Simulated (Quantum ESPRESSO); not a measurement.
**AlPt under changes of volume**

One of the cells (14.774 Å³/atom); the others are scaled copies at fixed shape and fractional positions:

```
Pt Al
1.0
     3.09155    0.00000    0.00000
     0.00000    3.09155    0.00000
     0.00000    0.00000    3.09155
Pt Al
1 1
Direct
  0.50000 0.50000 0.50000
  0.00000 0.00000 0.00000
```

Measurements of this composition are mostly on another form, of space group No. 198.

| Quantity | Value |
| --- | --- |
| Program | Quantum ESPRESSO 7.5 |
| Functional | PBEsol |
| Potentials or basis | GBRV 1.5 PBEsol |
| Cutoff | 612 eV |
| Density cutoff | 4898 eV |
| k mesh | 9 × 9 × 9 |
| Occupations | fermi-dirac, width 0.05 eV |
| Spin | no spin polarisation |

| volume (Å³/atom) | energy over the lowest point (meV/atom) | pressure (GPa) |
| --- | --- | --- |
| 13.888 | 7.79 | 6.3 |
| 14.183 | 0.00 | 1.6 |
| 14.478 | 0.41 | -2.5 |
| 14.774 | ? | ? |
| 15.069 | 22.11 | -9.5 |
| 15.365 | 41.87 | -12.4 |
| 15.660 | 66.71 | -15.0 |

What does the run at 14.774 Å³/atom give?

Energy over the lowest point 8.03 meV/atom; pressure -6.2 GPa.

Worked out: A Birch-Murnaghan fit of order 3 (a polynomial in V^(-2/3)) to the other rows has its minimum at 14.31 Å³/atom with B0 = V·E''(V) = 203 GPa and B' = 4.8. It gives 8.05 meV/atom at 14.774 Å³/atom, against the run's 8.03, and -dE/dV = -6.0 GPa, against -6.2.

Energies are extrapolated to zero smearing.
